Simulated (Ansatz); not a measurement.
# Pb (P6_3/mmc) in Ansatz: notebook

One crystal, Pb, is run at these levels: LDA; tasks: single point, equation of state.

Everything below comes from runs of Ansatz 0.2.0. Logs are shortened: lines on timing, memory, paths and dates and some standing lists are left out, and cuts for length are marked.

## 1. Starting point

It takes space group P6_3/mmc (No. 194, hexagonal). The conventional cell has a = 3.480 Å, b = 3.480 Å, c = 5.590 Å, α = 90.00°, β = 90.00°, γ = 120.00°. Pb (site symmetry -6m2) is surrounded by 12 Pb at 3.44 to 3.48 Å.

This isn't the form of Pb at room conditions, which is fcc.

## 2. Single point, LDA, 27.55 Å³/atom (volume scaled by 0.94)

Input file input.yaml:

```yaml
crystal:
  lattice:
    - [3.4089596583, 0.0, 0.0]
    - [-1.7044798292, 2.9522456646, 0.0]
    - [0.0, 0.0, 5.4758863477]
  atoms:
    - { symbol: Pb, position: [0.6666666667, 0.3333333333, 0.75] }
    - { symbol: Pb, position: [0.3333333333, 0.6666666667, 0.25] }
hamiltonian:
  xc: lda
  pseudopotentials: { kind: paw }
kpoints:
  mp_grid: { grid: [9, 9, 5] }
scf:
  occupations: { method: fermi_dirac, width: 0.05 }
output:
  forces: true
  stress: true
  eigenvalues: true
  write_density: true
  write_potential: true
  elf: true
  volumetric_format: npy
```

Potentials or basis: Ansatz PAW.

Started as:

```
$ ansatz run input.yaml --threads 2 --pin off --max-ram 5632MiB --backend cpu --events-out ev --progress --plain --runs-dir out
```

Output:

```text
Warning: RAYON_NUM_THREADS=2 ignored (pool sized by the plan → 2); use --threads N
Engine: ansatz 0.2.0, x86_64-unknown-linux-gnu
Pseudopotentials: kind: paw
Pseudopotential: Pb, paw, valence charge 14, recommended cutoff 420 eV (normal), Pb.paw.azcp
Functional definition: SPW92
  exchange = slater_x
  correlation = pw_c
Crystal: 2 atoms, lattice volume = 55.110 Å³
Basis set: ecut = 420 eV, 1087 PW (Γ)
Bands: 18, of which v1, the nominal top of the filled ones, is band 14 counted from 1 (13 counted from 0)
Symmetry: 24 space group operations
Space group: P63/mmc (ITA 194), of the structure as read, at distance tolerance 3.8e-5 Å
k-points: 36 of 405
Non-local potential: Pb, projectors of the file, l = 0: 2, l = 1: 2, l = 2: 2, l = 3: 2
PAW form: soft (Blöchl's): semilocal exchange-correlation on the pseudo side does not see the compensation charge
PAW frozen core: Pb, regenerated for the run's functional, and the local potential with it (the file was generated under x = pbe(κ = 0.804, μ = 0.2195149727645171), c = pbe(β = 0.06672455060314922))
PAW one-centre angular grid: Pb, 590 points (default); XC on 64 Gauss nodes
Initial density: superposition of atomic densities (neutral atoms: chi_scale 0, normalization atom), corrected by the library's trained network
Initial wavefunctions: pseudopotential atomic-orbital guess
Functional: x = slater, c = lda
SCF iter   1: F=—  HF=-23204.644180 eV  |F-HF|=—  |Δ(HF+E_count)|=         —  Δρ=5.47e-3  dr2=1.07e-2  ethr=1.77e-3  ⟨swp⟩=6.5  Hψ=3265  notcnv=0
preconditioner: auto → Resta (q_TF=auto, 2.437 Å⁻¹)  ε∞=3.4  [insulator: Δε(μ)=0.179 eV  Ē_g=17.038 eV  σ=0.050 eV  W_gap=0.60  n_scr=22 (ndim 8)  ℏωp=26.5 eV  f_vac=0.000  D(μ)=0.92/eV (n_scr^D=2)  ε∞_Penn≈3.4]
SCF iter   2: F=—  HF=-23204.639072 eV  |F-HF|=—  |Δ(HF+E_count)|=   5.11e-3  Δρ=2.71e-3  dr2=2.72e-3  ethr=3.82e-5  ⟨swp⟩=1.8  Hψ=1069  notcnv=0  defer=2
SCF iter   3: F=—  HF=-23204.638175 eV  |F-HF|=—  |Δ(HF+E_count)|=   8.97e-4  Δρ=3.97e-4  dr2=1.00e-4  ethr=9.72e-6  ⟨swp⟩=2.0  Hψ=1057  notcnv=0  defer=2
SCF iter   4: F=—  HF=-23204.638182 eV  |F-HF|=—  |Δ(HF+E_count)|=   7.54e-6  Δρ=4.77e-4  dr2=8.63e-5  ethr=3.59e-7  ⟨swp⟩=2.0  Hψ=1141  notcnv=0  defer=2
SCF iter   5: F=—  HF=-23204.638150 eV  |F-HF|=—  |Δ(HF+E_count)|=   3.18e-5  Δρ=2.12e-4  dr2=1.70e-5  ethr=3.08e-7  ⟨swp⟩=2.1  Hψ=1090  notcnv=0  defer=2
SCF iter   6: F=—  HF=-23204.638143 eV  |F-HF|=—  |Δ(HF+E_count)|=   6.97e-6  Δρ=5.17e-5  dr2=9.94e-7  ethr=6.08e-8  ⟨swp⟩=2.0  Hψ=1052  notcnv=0  defer=2
SCF iter   7: F=-23204.638143 eV  HF=-23204.638143 eV  |F-HF|=9.73e-9  |Δ(HF+E_count)|=   4.10e-7  Δρ=6.26e-6  dr2=1.25e-8  ethr=3.57e-10  ⟨swp⟩=8.6  Hψ=4701  notcnv=0
SCF 1 converged in 7 iterations: F = -23204.638143 eV  dr2 = 1.25e-8
SCF converged after 7 iterations
Free energy (F): -23204.638143 eV
Harris-Foulkes:  -23204.638143 eV  (|F-HF|=9.73e-9)
Internal energy: -23204.629522 eV  (E = F + TS)
E sigma→0 (E₀):  -23204.633833 eV
Entropy (-TS):   -0.008621 eV (-4.310 meV/atom)
Fermi energy:    12.042380 eV
--- Per-component energies (eV) ---
  E_band       = -43.191625
  E_kinetic    = 582.462647
  E_local      = -1910.561207  (includes V_loc(G=0)·N_el)
  E_nonlocal   = 707.392666
  E_hartree    = 760.313650
  E_xc         = -440.105885
  E_vxc        = -269.411820  (∫ρ·V_xc dr)
  E_paw        = -20205.338519  (= ΣΔE_a)
  E_vpaw       = -673.706281  (= ΣTr[D̂ρ^β])
  E_aug_tail   = 0.000089  (compensation charges beyond the density's cutoff)
  E_ewald      = -2698.637536
  E_core_change = -0.155427  (= ΣΔE_core)
  E_smearing   = -0.008621  (= −TS)
  E_closure    = 0.000000  (closes the sum)
  Σ components = -23204.638143   (vs F -23204.638143, Δ=0.00e0)
--- Forces (eV/Å), atoms counted from 1 ---
  atom   1  Pb     0.00000000     0.00000000     0.00000000
  atom   2  Pb    -0.00000000    -0.00000000    -0.00000000
  max |Σ_I F_I| component: 1.85e-17 eV/Å
--- Stress (GPa, compression-positive) ---
        1.284967       0.000000       0.000000
        0.000000       1.284967       0.000000
        0.000000       0.000000       6.098327
  P = ⅓ Tr σ = 2.8894 GPa (28.894 kbar)
--- Band table (eV; the first three rows and the last of 36) ---
  k-point 0: bands = ["-5.0400", "-4.9653", "-4.9644", "-4.9644", "-4.9332", "-4.9332", "-4.8700", "-4.8700", "-4.6325", "-4.6325", "-0.4024", "3.9492", "7.4515", "17.9261", "17.9261", "19.9714", "19.9714", "20.6959"]
  k-point 1: bands = ["-5.0292", "-4.9825", "-4.9825", "-4.9678", "-4.9463", "-4.9463", "-4.8262", "-4.8262", "-4.6451", "-4.6451", "-0.1846", "2.9770", "8.8712", "18.0993", "18.0993", "18.3596", "19.7658", "19.7658"]
  k-point 2: bands = ["-5.0039", "-4.9907", "-4.9907", "-4.9799", "-4.9734", "-4.9734", "-4.7507", "-4.7507", "-4.6850", "-4.6850", "0.4738", "1.5643", "11.6155", "14.8744", "18.5783", "18.5783", "19.2205", "19.2205"]
  k-point 35: bands = ["-5.0288", "-5.0288", "-4.9547", "-4.8354", "-4.8234", "-4.8234", "-4.7978", "-4.7945", "-4.6254", "-4.6254", "4.9659", "4.9659", "9.3891", "9.3891", "9.8789", "10.9472", "17.0627", "17.0627"]
```

rho_z.tsv:

```text
# z_ang	rho[e/angstrom^3]
# format = ansatz-planar-average/11
# lattice	3.408959658	0.000000000	0.000000000
# lattice	-1.704479829	2.952245665	0.000000000
# lattice	0.000000000	0.000000000	5.475886348
# sites	2
# site	82	1.704479829	0.984081888	4.106914761
# site	82	-0.000000000	1.968163776	1.368971587
0.000000	1.275360e-1
0.136897	1.345320e-1
0.273794	1.571099e-1
0.410691	1.998955e-1
0.547589	2.721775e-1
0.684486	3.856403e-1
[... 32 lines left out ...]
5.202092	1.571099e-1
5.338989	1.345320e-1
```

Run time: 1.9 s. Hardware: 2 threads of Intel Xeon at 2.70GHz, shared host; peak memory 0.35 GiB.

What came out:

| Item | Value |
| --- | --- |
| Free energy | -23204.6381 eV |
| Pressure | 2.9 GPa |
| Band gap on the k mesh | none (metal or under the smearing width) |

Caveat: the PAW data sets come from PBE, with cores solved anew for the run's functional, which leaves a small shift of forces and pressure.

## 3. Single point, LDA, 28.14 Å³/atom (volume scaled by 0.96)

input.yaml: that of step 2 with these lines changed.

```diff
@@ -2,5 +2,5 @@
   lattice:
-    - [3.4089596583, 0.0, 0.0]
-    - [-1.7044798292, 2.9522456646, 0.0]
-    - [0.0, 0.0, 5.4758863477]
+    - [3.4329672075, 0.0, 0.0]
+    - [-1.7164836037, 2.9730368121, 0.0]
+    - [0.0, 0.0, 5.5144501982]
   atoms:
@@ -19,5 +19 @@
   eigenvalues: true
-  write_density: true
-  write_potential: true
-  elf: true
-  volumetric_format: npy
```

Potentials or basis: Ansatz PAW.

Started as:

```
$ ansatz run input.yaml --threads 2 --pin off --max-ram 5632MiB --backend cpu --events-out ev --progress --plain --runs-dir out
```

Run time: 1.4 s. Hardware: 2 threads of Intel Xeon at 2.70GHz, shared host; peak memory 0.35 GiB.

Results (log left out):

| Item | Value |
| --- | --- |
| Free energy | -23204.6544 eV |
| Pressure | 1.6 GPa |
| Band gap on the k mesh | none (metal or under the smearing width) |

Caveat: the PAW data sets come from PBE, with cores solved anew for the run's functional, which leaves a small shift of forces and pressure.

## 4. Single point, LDA, 28.73 Å³/atom (volume scaled by 0.98)

input.yaml: that of step 3 with these lines changed.

```diff
@@ -2,5 +2,5 @@
   lattice:
-    - [3.4329672075, 0.0, 0.0]
-    - [-1.7164836037, 2.9730368121, 0.0]
-    - [0.0, 0.0, 5.5144501982]
+    - [3.4566435916, 0.0, 0.0]
+    - [-1.7283217958, 2.9935411621, 0.0]
+    - [0.0, 0.0, 5.552482091]
   atoms:
```

Started as:

```
$ ansatz run input.yaml --threads 2 --pin off --max-ram 5632MiB --backend cpu --events-out ev --progress --plain --runs-dir out
```

It took 1.2 s on 2 threads of Intel Xeon at 2.70GHz, shared host; peak memory 0.34 GiB.

Results (log left out):

- Free energy: -23204.6617 eV
- Pressure: 0.4 GPa
- Band gap on the k mesh: none (metal or under the smearing width)

Caveat: the PAW data sets come from PBE, with cores solved anew for the run's functional, which leaves a small shift of forces and pressure.

## 5. Single point, LDA, 29.31 Å³/atom

input.yaml: that of step 4 with these lines changed.

```diff
@@ -2,5 +2,5 @@
   lattice:
-    - [3.4566435916, 0.0, 0.0]
-    - [-1.7283217958, 2.9935411621, 0.0]
-    - [0.0, 0.0, 5.552482091]
+    - [3.48, 0.0, 0.0]
+    - [-1.74, 3.0137684052, 0.0]
+    - [0.0, 0.0, 5.59]
   atoms:
```

Started as:

```
$ ansatz run input.yaml --threads 2 --pin off --max-ram 5632MiB --backend cpu --events-out ev --progress --plain --runs-dir out
```

Wall time 1.8 s (2 threads of Intel Xeon at 2.70GHz, shared host); peak memory 0.34 GiB.

The run converged. Its results:

```
Free energy            : -23204.6612 eV
Pressure               : -0.6 GPa
Band gap on the k mesh : none (metal or under the smearing width)
```

Caveat: the PAW data sets come from PBE, with cores solved anew for the run's functional, which leaves a small shift of forces and pressure.

## 6. Single point, LDA, 29.90 Å³/atom (volume scaled by 1.02)

input.yaml: that of step 5 with these lines changed.

```diff
@@ -2,5 +2,5 @@
   lattice:
-    - [3.48, 0.0, 0.0]
-    - [-1.74, 3.0137684052, 0.0]
-    - [0.0, 0.0, 5.59]
+    - [3.5030470293, 0.0, 0.0]
+    - [-1.7515235146, 3.033727718, 0.0]
+    - [0.0, 0.0, 5.6270209464]
   atoms:
```

Potentials or basis: Ansatz PAW.

Started as:

```
$ ansatz run input.yaml --threads 2 --pin off --max-ram 5632MiB --backend cpu --events-out ev --progress --plain --runs-dir out
```

Wall time 1.5 s (2 threads of Intel Xeon at 2.70GHz, shared host); peak memory 0.35 GiB.

The run converged. Its results:

| Item | Value |
| --- | --- |
| Free energy | -23204.6538 eV |
| Pressure | -1.4 GPa |
| Band gap on the k mesh | none (metal or under the smearing width) |

Caveat: the PAW data sets come from PBE, with cores solved anew for the run's functional, which leaves a small shift of forces and pressure.

## 7. Single point, LDA, 30.49 Å³/atom (volume scaled by 1.04)

input.yaml: that of step 6 with these lines changed.

```diff
@@ -2,5 +2,5 @@
   lattice:
-    - [3.5030470293, 0.0, 0.0]
-    - [-1.7515235146, 3.033727718, 0.0]
-    - [0.0, 0.0, 5.6270209464]
+    - [3.5257947253, 0.0, 0.0]
+    - [-1.7628973626, 3.0534278007, 0.0]
+    - [0.0, 0.0, 5.6635610674]
   atoms:
@@ -19 +19,5 @@
   eigenvalues: true
+  write_density: true
+  write_potential: true
+  elf: true
+  volumetric_format: npy
```

Started as:

```
$ ansatz run input.yaml --threads 2 --pin off --max-ram 5632MiB --backend cpu --events-out ev --progress --plain --runs-dir out
```

Wall time 1.8 s (2 threads of Intel Xeon at 2.70GHz, shared host); peak memory 0.36 GiB.

The run converged. Its results:

* Free energy: -23204.6403 eV
* Pressure: -2.2 GPa
* Band gap on the k mesh: none (metal or under the smearing width)

Caveat: the PAW data sets come from PBE, with cores solved anew for the run's functional, which leaves a small shift of forces and pressure.

## 8. Single point, LDA, 31.07 Å³/atom (volume scaled by 1.06)

input.yaml: that of step 7 with these lines changed.

```diff
@@ -2,5 +2,5 @@
   lattice:
-    - [3.5257947253, 0.0, 0.0]
-    - [-1.7628973626, 3.0534278007, 0.0]
-    - [0.0, 0.0, 5.6635610674]
+    - [3.548252622, 0.0, 0.0]
+    - [-1.774126311, 3.0728769098, 0.0]
+    - [0.0, 0.0, 5.6996356773]
   atoms:
@@ -19,5 +19 @@
   eigenvalues: true
-  write_density: true
-  write_potential: true
-  elf: true
-  volumetric_format: npy
```

Started as:

```
$ ansatz run input.yaml --threads 2 --pin off --max-ram 5632MiB --backend cpu --events-out ev --progress --plain --runs-dir out
```

Run time: 1.8 s. Hardware: 2 threads of Intel Xeon at 2.70GHz, shared host; peak memory 0.35 GiB.

Results (log left out):

- Free energy: -23204.6215 eV
- Pressure: -2.9 GPa
- Band gap on the k mesh: none (metal or under the smearing width)

Caveat: the PAW data sets come from PBE, with cores solved anew for the run's functional, which leaves a small shift of forces and pressure.

## 9. Equation of state, LDA

Potentials or basis: Ansatz PAW.

This step only gathers the single runs of the series.

Results:

| Property | Result |
| --- | --- |
| Equilibrium volume | 28.98 Å³/atom |
| Bulk modulus at fixed shape and positions | 50 GPa |
| Pressure derivative of the bulk modulus | 5.4 |

Energy against volume, from the lowest point:
| volume (Å³/atom) | energy (meV/atom) |
| --- | --- |
| 27.555 | 11.79 |
| 28.141 | 3.65 |
| 28.727 | 0.00 |
| 29.314 | 0.27 |
| 29.900 | 3.98 |
| 30.486 | 10.71 |
| 31.073 | 20.10 |

Caveat: the cell was scaled at fixed shape and fractional positions, which overstates the stiffness of a crystal with free parameters, most of all of layers and chains. Spin-orbit coupling is left out, which matters for the levels of Pb.
